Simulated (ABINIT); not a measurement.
The system is SiC (Moissanite).

```xyz
4
Lattice="3.0760 0.0000 0.0000 -1.5380 2.6639 0.0000 0.0000 0.0000 5.0480" Properties=species:S:1:pos:R:3 pbc="T T T"
Si    1.5380    0.8880    2.5240
Si    0.0000    1.7759    0.0000
C     1.5380    0.8880    4.4675
C     0.0000    1.7759    1.9435
```

* Program: ABINIT 10.8.3 (patched build)
* Task: relaxation of cell and atoms
* Functional: WC
* Potentials or basis: JTH PAW PBE v2.0
* Cutoff: 626 eV
* k mesh: 10 × 10 × 5
* Occupations: fermi-dirac, width 0.05 eV
* Spin: no spin polarisation

At the start: pressure -0.1 GPa; volume 10.34 Å³/atom.

Problem. Where does the relaxation end?

Solution. Over 5 steps the energy falls by 8.9 meV/atom and the volume is 10.32 Å³/atom (-0.2 %); space group P6_3mc (No. 186, to 0.05 Å).

Step by step:
```
step  energy change (eV)  largest force (eV/Å)  pressure (GPa)  volume (Å³)
   1              0.0000                0.7435           -0.07        41.36
   2             -0.0208                0.4783           -0.23        41.35
   3             -0.0335                0.0292            0.06        41.28
   4             -0.0350                0.0158            0.03        41.29
   5             -0.0358                0.0011            0.00        41.30
```

Final structure:
```xyz
4
Lattice="3.0741 0.0000 0.0000 -1.5371 2.6623 0.0000 0.0000 0.0000 5.0462" Properties=species:S:1:pos:R:3 pbc="T T T"
Si    1.5371    0.8874    2.5464
Si    0.0000    1.7748    0.0233
C     1.5371    0.8874    4.4426
C     0.0000    1.7748    1.9195
```

Caveat: the PAW data sets were made with another functional, which shifts forces and pressure a little.
